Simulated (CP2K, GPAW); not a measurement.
Given: the input of a run of CP2K 2026.2 on As. This isn't the form of As at room conditions, which is rhombohedral.

File as_scf.inp:

```
&GLOBAL
  PROJECT as_scf
  RUN_TYPE ENERGY_FORCE
  PRINT_LEVEL LOW
&END GLOBAL
&FORCE_EVAL
  METHOD QS
  STRESS_TENSOR ANALYTICAL
  &DFT
    BASIS_SET_FILE_NAME BASIS_MOLOPT_UZH
    POTENTIAL_FILE_NAME POTENTIAL_UZH
    &MGRID
      CUTOFF 675
      REL_CUTOFF 60
      NGRIDS 4
    &END MGRID
    &QS
      METHOD GPW
      EPS_DEFAULT 1.0E-9
    &END QS
    &KPOINTS
      SCHEME MONKHORST-PACK 7 7 9
      GAMMA_CENTERED T
      SYMMETRY T
      SYMMETRY_BACKEND SPGLIB
    &END KPOINTS
    &SCF
      SCF_GUESS ATOMIC
      EPS_SCF 1.0E-6
      MAX_SCF 100
      ADDED_MOS 10
      CHOLESKY OFF
      EPS_EIGVAL 1.0E-7
      &DIAGONALIZATION ON
        ALGORITHM STANDARD
      &END DIAGONALIZATION
      &MIXING ON
        METHOD BROYDEN_MIXING
        ALPHA 0.4
        BETA 1.5
        NBUFFER 8
      &END MIXING
      &SMEAR ON
        METHOD FERMI_DIRAC
        ELECTRONIC_TEMPERATURE [K] 580.226
      &END SMEAR
    &END SCF
    &XC
      &XC_FUNCTIONAL
        &GGA_X_PBE
        &END GGA_X_PBE
        &GGA_C_PBE
        &END GGA_C_PBE
      &END XC_FUNCTIONAL
    &END XC
    &PRINT
      &KPOINTS ON
      &END KPOINTS
      &MULLIKEN ON
      &END MULLIKEN
      &MO ON
        ENERGIES T
        OCCUPATION_NUMBERS T
        &EACH
          QS_SCF 0
        &END EACH
        ADD_LAST NUMERIC
      &END MO
      &LOWDIN ON
      &END LOWDIN
      &HIRSHFELD ON
        SHAPE_FUNCTION DENSITY
      &END HIRSHFELD
    &END PRINT
  &END DFT
  &SUBSYS
    &CELL
      A 4.5664000000 0.0000000000 0.0000000000
      B -2.2832000000 3.9546200000 0.0000000000
      C 0.0000000000 0.0000000000 2.8337400000
      PERIODIC XYZ
    &END CELL
    &COORD
      As  -0.0000228320 2.6364265154 0.0000000000
      As  2.2832228320 1.3181934846 0.0000000000
    &END COORD
    &KIND As
      BASIS_SET TZVP-MOLOPT-PBE-GTH-q5
      POTENTIAL GTH-PBE-q5
    &END KIND
    &PRINT
      &ATOMIC_COORDINATES ON
      &END ATOMIC_COORDINATES
      &CELL ON
      &END CELL
      &SYMMETRY ON
      &END SYMMETRY
    &END PRINT
  &END SUBSYS
  &PRINT
    &FORCES ON
    &END FORCES
    &STRESS_TENSOR ON
    &END STRESS_TENSOR
  &END PRINT
&END FORCE_EVAL
```

Potentials or basis: POTENTIAL_UZH As GTH-PBE-q5; TZVP-MOLOPT-PBE-GTH basis.

Run with:

```bash
$ OMP_NUM_THREADS=1 cp2k.psmp -i as_scf.inp -o as_scf.out
```

Task: Translate it to GPAW 26.7.0. Potentials or basis there: GPAW PAW data sets (gpaw-data 1.2.1), cutoff 600 eV.

Result: As run (cutoffs and basis follow the program's own potentials, and thresholds, step limits or extra output files can differ):

File As.cif:

```cif
data_As
_cell_length_a 4.56640069
_cell_length_b 4.56640069
_cell_length_c 2.83374000
_cell_angle_alpha 90.00000000
_cell_angle_beta 90.00000000
_cell_angle_gamma 120.00000000
_space_group_name_H-M_alt 'P1'
_space_group_name_Hall 'P 1'
_space_group_IT_number 1
loop_
_space_group_symop_operation_xyz
'x,y,z'
loop_
_atom_site_label
_atom_site_type_symbol
_atom_site_symmetry_multiplicity
_atom_site_Wyckoff_symbol
_atom_site_fract_x
_atom_site_fract_y
_atom_site_fract_z
_atom_site_occupancy
As1 As 1 a 0.3333300000 0.6666700000 0.0000000000 1
As2 As 1 a 0.6666633333 0.3333366667 0.0000000000 1
```

Potentials or basis: GPAW PAW data sets (gpaw-data 1.2.1), pw.

Launch:

```bash
$ OMP_NUM_THREADS=1 gpaw run As.cif -p 'mode=PW(600),xc=PBE,kpts={size:(7,7,9),gamma:True},occupations={name:fermi-dirac,width:0.05},nbands=13,convergence={density:1e-05,energy:1e-05},maxiter=150,txt=gpaw.txt' --properties efs -w gs.gpw
```

Both were run:

|  | CP2K | GPAW |
| --- | --- | --- |
| Pressure | 0.2 GPa | -0.1 GPa |

Pressure is positive in compression.
